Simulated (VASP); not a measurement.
Wanted: the native input for a VASP 6.6.1 run.

```yaml
Task: single point
Functional: PBE
Dispersion: D3(BJ)
Potentials_or_basis: VASP PAW PBE potentials, release 64 (Te)
Cutoff: 520 eV
k_mesh: 6 × 5 × 1
Occupations: gaussian, width 0.03 eV
Spin: no spin polarisation
Dipole_correction: yes
Further_INCAR_settings: ALGO = Normal; EDIFF = 1e-07
```

The structure of Te lies in POSCAR:

```
Te
1.0
    4.3110268400      0.0000000000      0.0000000000
    0.0000000000      5.9737350000      0.0000000000
    0.0000000000      0.0000000000     28.3307564100
Te
12
Direct
    0.6426544400      0.0000000000      0.2647299600
    0.2146909200      0.3333330000      0.3023283000
    0.6426544000      0.6666670000      0.3399266500
    0.1426543700      0.0000000000      0.3965110900
    0.7146908400      0.3333330000      0.4341094300
    0.1426543200      0.6666670000      0.4717077800
    0.6426542900      0.0000000000      0.5282922200
    0.2146907600      0.3333330000      0.5658905700
    0.6426542400      0.6666670000      0.6034889100
    0.1426542100      0.0000000000      0.6600733500
    0.7146906900      0.3333330000      0.6976717000
    0.1426541600      0.6666670000      0.7352700400
```

The slab is cut from a database's or a generator's crystal, which needn't be the stable form of the element.

The input as run:

INCAR

```
SYSTEM = Te
ALGO = Normal ; DIPOL = 0.5 0.5 0.500
EDIFF = 1E-7 ; ENCUT = 520
GGA = PE ; ICORELEVEL = 1
IDIPOL = 3 ; ISIF = 2
ISMEAR = 0 ; IVDW = 12
LASPH = .TRUE. ; LCHARG = .FALSE.
LDIPOL = .TRUE. ; LREAL = .FALSE.
LVACPOTAV = .TRUE. ; LVHAR = .TRUE.
LWAVE = .FALSE. ; NELM = 80
PREC = Accurate ; SIGMA = 0.03
```

KPOINTS

```
k-points
0
G
  6 5 1
  0 0 0
```

Potentials or basis: VASP PAW PBE potentials, release 64 (Te).

Run with:

```console
$ cat potpaw_PBE.64/Te/POTCAR > POTCAR
$ mpirun -np 4 vasp_std > vasp.out
```

Results of the run:

```
Largest force                          : 0.476 eV/Å
Band gap on the k mesh                 : 0.70 eV, indirect (least direct gap 0.79 eV)
Dispersion energy per atom             : -0.383 eV
Ionisation potential of the upper face : 4.77 eV
```

Caveat: spin-orbit coupling is left out, which moves the levels of the heavy elements.

Run time: 4.4 min on 4 MPI ranks on Intel(R) Xeon(R) 6975P-C (Granite Rapids) (shared host), peak memory 0.34 GiB a rank.
